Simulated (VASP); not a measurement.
# SnO2 (P4_2/mnm) in VASP: a series of runs, part 2 of 2

VASP 6.6.1.

## (3) Phonons, LDA

POSCAR

```
SnO2
1.0
    4.7278840401     -0.0000000000      0.0000000000
    0.0000000000      4.7278840401      0.0000000000
    0.0000000000      0.0000000000      3.1951513813
  Sn              O
     2     4
Direct
     0.0000000000000000    0.0000000000000000    0.0000000000000000
     0.5000000000000000    0.5000000000000000    0.5000000000000000
     0.3059928390419158    0.3059928390419158    0.0000000000000000
     0.1940071609580842    0.8059928390419158    0.5000000000000000
     0.6940071609580842    0.6940071609580842    0.0000000000000000
     0.8059928390419158    0.1940071609580842    0.5000000000000000
```

INCAR.step1

```
PREC = Accurate ; ENCUT = 600
EDIFF = 1E-8 ; ISMEAR = -1
SIGMA = 0.05 ; LREAL = False
LASPH = True ; NELM = 60
ALGO = Normal ; ISIF = 3
LWAVE = False ; LCHARG = False
IBRION = 2 ; NSW = 40
EDIFFG = -0.002
```

INCAR.step2

```
PREC = Accurate ; ENCUT = 600
EDIFF = 1E-8 ; ISMEAR = -1
SIGMA = 0.05 ; LREAL = False
LASPH = True ; NELM = 60
ALGO = Normal ; ISIF = 2
LWAVE = False ; LCHARG = False
IBRION = 8 ; NSW = 1
LEPSILON = True
```

KPOINTS

```
regular mesh
0
Gamma
  6 6 9
```

Potentials or basis: VASP PAW LDA potentials, release 64 (Sn_d, O).

The run is started by

```sh
> cat potpaw_LDA.64/Sn_d/POTCAR potpaw_LDA.64/O/POTCAR > POTCAR
> cp INCAR.step1 INCAR
> mpirun -np 1 vasp_std > vasp.out
> cp CONTCAR POSCAR
> cp INCAR.step2 INCAR
> mpirun -np 1 vasp_std > vasp.out
```

OUTCAR:

```text
PREC = Accurate
   ENCUT = 600
   EDIFF = 1E-8
   ISMEAR = -1
   LREAL = False
   LASPH = True
   NELM = 60
   ISIF = 2
   IBRION = 8
   NSW = 1
   LEPSILON = True

 ion  position               nearest neighbor table
   1  0.000  0.000  0.000-   3 2.05   5 2.05   4 2.06   6 2.06   4 2.06   6 2.06   2 3.71   2 3.71
                             2 3.71   2 3.71   2 3.71   2 3.71   2 3.71   2 3.71
   2  0.500  0.500  0.500-   4 2.05   6 2.05   5 2.06   3 2.06   3 2.06   5 2.06   1 3.71   1 3.71
                             1 3.71   1 3.71   1 3.71   1 3.71   1 3.71   1 3.71
   3  0.306  0.306  0.000-   1 2.05   2 2.06   2 2.06
[... 1353 lines left out ...]
      3.280588  3.280588  0.000000    -0.053190   -0.224599   -0.000000
      3.810389  0.916929  1.597961    -0.053994   -0.224791   -0.000000

--------------------------------------------------------------------------------------------------------

 MACROSCOPIC STATIC DIELECTRIC TENSOR IONIC CONTRIBUTION
 ------------------------------------------------------
           8.333806     0.000000     0.000000
           0.000000     8.333806     0.000000
           0.000000     0.000000     5.065428
 ------------------------------------------------------

 ELASTIC MODULI CONTR FROM IONIC RELAXATION (kBar)
 Direction    XX          YY          ZZ          XY          YZ          ZX
 --------------------------------------------------------------------------------
 XX         -66.2852     53.0532    -37.3251     -0.0000     -0.0000      0.0000
 YY          53.0532    -66.2852    -37.3251      0.0000      0.0000     -0.0000
 ZZ         -37.3251    -37.3251   -210.5752     -0.0000      0.0000      0.0000
 XY          -0.0000      0.0000     -0.0000    -29.6203      0.0000      0.0000
 YZ          -0.0000      0.0000      0.0000      0.0000   -198.2875     -0.0000
 ZX           0.0000     -0.0000      0.0000      0.0000     -0.0000   -243.9186
 --------------------------------------------------------------------------------

 PIEZOELECTRIC TENSOR IONIC CONTR  for field in x, y, z        (C/m^2)
          XX          YY          ZZ          XY          YZ          ZX
  --------------------------------------------------------------------------------
  x    -0.00000     0.00000     0.00000     0.00000    -0.00000    -0.00000
  y     0.00000    -0.00000     0.00000    -0.00000     0.00000     0.00000
  z    -0.00000     0.00000    -0.00000    -0.00000     0.00000     0.00000
```

OSZICAR.step1:

```text
N       E                     dE             d eps       ncg     rms          rms(c)
DAV:   1     0.686603474140E+03    0.68660E+03   -0.28789E+04  3351   0.287E+03
DAV:   2     0.598707454082E+02   -0.62673E+03   -0.60381E+03  3463   0.726E+02
[... 13 lines left out ...]
   1 F= -.42292115E+02 E0= -.42292115E+02  d E =-.422921E+02
       N       E                     dE             d eps       ncg     rms          rms(c)
DAV:   1    -0.422921460356E+02   -0.30556E-04   -0.26116E-03  3184   0.369E-01    0.302E-02
DAV:   2    -0.422921343988E+02    0.11637E-04   -0.55819E-05  4648   0.833E-02    0.179E-02
DAV:   3    -0.422921264225E+02    0.79763E-05   -0.80491E-06  4766   0.399E-02    0.188E-03
DAV:   4    -0.422921265557E+02   -0.13326E-06   -0.19877E-06  3642   0.104E-02    0.104E-03
DAV:   5    -0.422921265516E+02    0.40936E-08   -0.43792E-08  3334   0.216E-03
   2 F= -.42292127E+02 E0= -.42292126E+02  d E =-.110682E-04
```

Run time: 25 min. Hardware: 1 thread of AMD EPYC 9R45 (Zen 5), shared host; peak memory 0.67 GiB.

Results:

```
Electronic dielectric tensor (diagonal)                 : 4.36, 4.36, 4.65
Born charges (mean of the diagonal)                     : Sn +4.20; O -2.10 e
Highest phonon frequency at Γ, LO-TO splitting left out : 757 cm⁻¹
```

Phonon frequencies in cm⁻¹ (negative: imaginary):
| q point | frequencies |
| --- | --- |
| (0.000, 0.000, 0.000) | 0 0 0 102 147 224 224 282 282 349 463 469 469 561 601 601 629 757 |

Electronic dielectric tensor:
```
4.36 0.00 0.00
0.00 4.36 0.00
0.00 0.00 4.65
```

Born effective charge tensors (e):
atom 1, Sn
```
4.07 0.43 0.00
0.43 4.07 0.00
0.00 0.00 4.46
```
atom 2, Sn
```
 4.07 -0.43  0.00
-0.43  4.07  0.00
 0.00  0.00  4.46
```
atom 3, O
```
-2.04 -0.69  0.00
-0.69 -2.04  0.00
 0.00  0.00 -2.23
```
atom 4, O
```
-2.04  0.69  0.00
 0.69 -2.04  0.00
 0.00  0.00 -2.23
```
atom 5, O
```
-2.04 -0.69  0.00
-0.69 -2.04  0.00
 0.00  0.00 -2.23
```
atom 6, O
```
-2.04  0.69  0.00
 0.69 -2.04  0.00
 0.00  0.00 -2.23
```

## (4) Phonons, PBE

This run uses another cell than the first one, of 12.61 Å³/atom, 1.058 times its volume.

POSCAR

```
SnO2
1.0
    4.8304992860     -0.0000000000      0.0000000000
   -0.0000000000      4.8304992860      0.0000000000
    0.0000000000      0.0000000000      3.2431157893
  Sn              O
     2     4
Direct
     0.0000000000000000    0.0000000000000000    0.0000000000000000
     0.5000000000000000    0.5000000000000000    0.5000000000000000
     0.3065645123724834    0.3065645123724834    0.0000000000000000
     0.1934354876275165    0.8065645123724836    0.5000000000000000
     0.6934354876275164    0.6934354876275164    0.0000000000000000
     0.8065645123724836    0.1934354876275165    0.5000000000000000
```

INCAR.step1

```
SYSTEM = SnO2
ALGO = Normal ; EDIFF = 1E-8
EDIFFG = -0.002 ; ENCUT = 600
GGA = PE ; IBRION = 2
ISIF = 3 ; ISMEAR = -1
LASPH = .TRUE. ; LCHARG = .FALSE.
LREAL = .FALSE. ; LWAVE = .FALSE.
NELM = 80 ; NSW = 40
PREC = Accurate ; SIGMA = 0.05
```

INCAR.step2

```
SYSTEM = SnO2
ALGO = Normal ; EDIFF = 1E-8
ENCUT = 600 ; GGA = PE
IBRION = 8 ; ISIF = 2
ISMEAR = -1 ; LASPH = .TRUE.
LCHARG = .FALSE. ; LEPSILON = .TRUE.
LREAL = .FALSE. ; LWAVE = .FALSE.
NELM = 80 ; NSW = 1
PREC = Accurate ; SIGMA = 0.05
```

KPOINTS

```
k-points
0
G
  6 6 9
  0 0 0
```

Potentials or basis: VASP PAW PBE potentials, release 64 (Sn_d, O).

The run is started by

```sh
> cat potpaw_PBE.64/Sn_d/POTCAR potpaw_PBE.64/O/POTCAR > POTCAR
> cp INCAR.step1 INCAR
> mpirun -np 1 vasp_std > vasp.out
> cp CONTCAR POSCAR
> cp INCAR.step2 INCAR
> mpirun -np 1 vasp_std > vasp.out
```

OUTCAR:

```text
SYSTEM = SnO2
   EDIFF = 1E-8
   ENCUT = 600
   GGA = PE
   IBRION = 8
   ISIF = 2
   ISMEAR = -1
   LASPH = .TRUE.
   LEPSILON = .TRUE.
   LREAL = .FALSE.
   NELM = 80
   NSW = 1
   PREC = Accurate

 ion  position               nearest neighbor table
   1  0.000  0.000  0.000-   4 2.09   6 2.09   4 2.09   6 2.09   5 2.09   3 2.09
   2  0.500  0.500  0.500-   3 2.09   5 2.09   3 2.09   5 2.09   4 2.09   6 2.09
   3  0.307  0.307  0.000-   2 2.09   2 2.09   1 2.09
   4  0.193  0.807  0.500-   1 2.09   1 2.09   2 2.09
   5  0.693  0.693  0.000-   2 2.09   2 2.09   1 2.09
   6  0.807  0.193  0.500-   1 2.09   1 2.09   2 2.09

  LATTYP: Found a simple tetragonal cell.
[... 1184 lines left out ...]
  6Z     0.000000    0.000000    8.252967    0.000000    0.000000    0.420217    0.000000    0.000000    1.651408    0.000000    0.000000   -0.324360    0.000000    0.000000    1.651408    0.000000    0.000000  -11.651641

 Eigenvectors and eigenvalues of the dynamical matrix
 ----------------------------------------------------

   1 f  =   21.226317 THz   133.368885 2PiTHz  708.033733 cm-1    87.784955 meV
             X         Y         Z           dx          dy          dz
      0.000000  0.000000  0.000000     0.000000    0.000000    0.000000
      2.414831  2.414831  1.621033     0.000000    0.000000    0.000000
      1.480437  1.480437  0.000000    -0.353553   -0.353553    0.000000
      0.934394  3.895267  1.621033    -0.353553    0.353553    0.000000
      3.349225  3.349225  0.000000     0.353553    0.353553   -0.000000
      3.895267  0.934394  1.621033     0.353553   -0.353553    0.000000
[... 145 lines left out ...]
  18 f/i=    0.003524 THz     0.022144 2PiTHz    0.117559 cm-1     0.014575 meV
             X         Y         Z           dx          dy          dz
      0.000000  0.000000  0.000000     0.000000    0.000000   -0.627652
      2.414831  2.414831  1.621033     0.000000    0.000000   -0.627652
      1.480437  1.480437  0.000000     0.000000    0.000000   -0.230275
      0.934394  3.895267  1.621033     0.000000    0.000000   -0.230275
      3.349225  3.349225  0.000000     0.000000    0.000000   -0.230275
      3.895267  0.934394  1.621033     0.000000    0.000000   -0.230275

--------------------------------------------------------------------------------------------------------

 MACROSCOPIC STATIC DIELECTRIC TENSOR IONIC CONTRIBUTION
 ------------------------------------------------------
           9.021525    -0.000000    -0.000000
          -0.000000     9.021525    -0.000000
          -0.000000    -0.000000     5.612498
 ------------------------------------------------------

 ELASTIC MODULI CONTR FROM IONIC RELAXATION (kBar)
 Direction    XX          YY          ZZ          XY          YZ          ZX
 --------------------------------------------------------------------------------
 XX         -77.4977     28.7275    -56.2096     -0.0000      0.0000      0.0000
 YY          28.7275    -77.4977    -56.2096     -0.0000     -0.0000     -0.0000
 ZZ         -56.2096    -56.2096   -129.5675     -0.0000      0.0000      0.0000
 XY          -0.0000     -0.0000     -0.0000    -10.0557     -0.0000     -0.0000
 YZ           0.0000     -0.0000      0.0000     -0.0000   -124.0894     -0.0000
 ZX           0.0000     -0.0000      0.0000     -0.0000     -0.0000   -165.0635
 --------------------------------------------------------------------------------

 PIEZOELECTRIC TENSOR IONIC CONTR  for field in x, y, z        (C/m^2)
          XX          YY          ZZ          XY          YZ          ZX
  --------------------------------------------------------------------------------
  x     0.00000    -0.00000     0.00000    -0.00000     0.00000    -0.00000
  y    -0.00000     0.00000     0.00000     0.00000    -0.00000    -0.00000
  z     0.00000    -0.00000     0.00000     0.00000    -0.00000    -0.00000
```

OSZICAR.step1:

```text
N       E                     dE             d eps       ncg     rms          rms(c)
DAV:   1     0.692370664870E+03    0.69237E+03   -0.28633E+04  3358   0.282E+03
DAV:   2     0.650477455758E+02   -0.62732E+03   -0.60423E+03  3468   0.729E+02
DAV:   3    -0.377842466495E+02   -0.10283E+03   -0.10083E+03  3562   0.237E+02
[... 49 lines left out ...]
DAV:   2    -0.373210212649E+02   -0.15533E-05   -0.17164E-05  3776   0.273E-02    0.270E-03
DAV:   3    -0.373210211722E+02    0.92721E-07   -0.24672E-07  3981   0.414E-03    0.166E-03
DAV:   4    -0.373210211248E+02    0.47333E-07   -0.11084E-07  3842   0.327E-03    0.248E-04
DAV:   5    -0.373210211415E+02   -0.16706E-07   -0.32704E-08  2769   0.129E-03    0.164E-04
DAV:   6    -0.373210211421E+02   -0.51841E-09   -0.10167E-09  1753   0.318E-04
   5 F= -.37321021E+02 E0= -.37321016E+02  d E =-.149870E-05
```

Wall time 58 min (1 thread of Intel Xeon Platinum 8488C (Sapphire Rapids), shared host); peak memory 0.75 GiB.

Results:

```
Relaxed volume                                          : 12.60 Å³/atom
Relaxed cell                                            : a = 4.830 Å, b = 4.830 Å, c = 3.242 Å, α = 90.00°, β = 90.00°, γ = 90.00°
Space group after relaxing (to 0.05 Å)                  : P4_2/mnm (No. 136)
Electronic dielectric tensor (diagonal)                 : 4.80, 4.80, 4.95
Born charges (mean of the diagonal)                     : Sn +4.25; O -2.13 e
Highest phonon frequency at Γ, LO-TO splitting left out : 708 cm⁻¹
```

Final structure:
```
CELL_PARAMETERS angstrom
4.82966 0.00000 0.00000
0.00000 4.82966 0.00000
0.00000 0.00000 3.24207
ATOMIC_POSITIONS crystal
Sn 0.00000 0.00000 0.00000
Sn 0.50000 0.50000 0.50000
O 0.30653 0.30653 0.00000
O 0.19347 0.80653 0.50000
O 0.69347 0.69347 0.00000
O 0.80653 0.19347 0.50000
```

Phonon frequencies in cm⁻¹ (negative: imaginary):
```
              q point                                                        frequencies
(0.000, 0.000, 0.000)  0 0 0 109 141 220 220 262 262 341 433 439 439 529 552 552 585 708
```

Electronic dielectric tensor:
```
4.80 0.00 0.00
0.00 4.80 0.00
0.00 0.00 4.95
```

Born effective charge tensors (e):
atom 1, Sn
```
4.12 0.53 0.00
0.53 4.12 0.00
0.00 0.00 4.51
```
atom 2, Sn
```
 4.12 -0.53  0.00
-0.53  4.12  0.00
 0.00  0.00  4.51
```
atom 3, O
```
-2.06 -0.76  0.00
-0.76 -2.06  0.00
 0.00  0.00 -2.25
```
atom 4, O
```
-2.06  0.76  0.00
 0.76 -2.06  0.00
 0.00  0.00 -2.25
```
atom 5, O
```
-2.06 -0.76  0.00
-0.76 -2.06  0.00
 0.00  0.00 -2.25
```
atom 6, O
```
-2.06  0.76  0.00
 0.76 -2.06  0.00
 0.00  0.00 -2.25
```
